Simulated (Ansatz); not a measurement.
# Field gradients against strain in SnTe

```
CELL_PARAMETERS angstrom
0.00000 3.15650 3.15650
3.15650 0.00000 3.15650
3.15650 3.15650 0.00000
ATOMIC_POSITIONS crystal
Sn 0.00000 0.00000 0.00000
Te 0.50000 0.50000 0.50000
```

Atoms are numbered in the order listed.

The cell is COD entry 9008726, as deposited and not checked against the literature; nothing was relaxed.

Level of theory: Ansatz 0.2.0, DFT, PBE, all-electron PAW with datasets made for the crystal, scalar-relativistic.

Numerical set-up: a Γ-centred 11×11×11 k mesh, Fermi–Dirac smearing of 0.08 eV, cutoff 240 eV (chosen by the program for this cell), no spin polarisation.

The strain is applied along the Cartesian axes of the cell as listed (the other components stay zero). Fractional coordinates are held (clamped ions).

The columns are Cartesian components of the electric field gradient at the nuclei, in 10²¹ V/m².

Spin–orbit coupling is left out, which moves gradients at and beside heavy atoms by some per cent and at worst by a factor of two.

Only quantities that a quadratic follows smoothly over the whole series are listed; rougher ones are left out.

```tsv
εxx = εyy	Vzz at Sn1	Vzz at Te2
-0.0300	4.42	1.08
-0.0200	3.01	0.71
-0.0100	1.53	0.34
0.0000	0.00	0.00
0.0100	-1.53	-0.30
0.0300	-4.53	-0.74
```

Fit the series and give the gradient–strain slopes.

Least-squares fits y = p0 + p1 x + p2 x² to the rows give Vzz at Sn1: p1 = -150, p2 = -65; Vzz at Te2: p1 = -30.7, p2 = 190. The slopes p1 are in 10²¹ V/m² per unit strain, for clamped ions.

One run, at εxx = εyy = 0.0200, is withheld. Predict its row.

The fits give -3.01, -0.53; the run gave -3.05, -0.54.
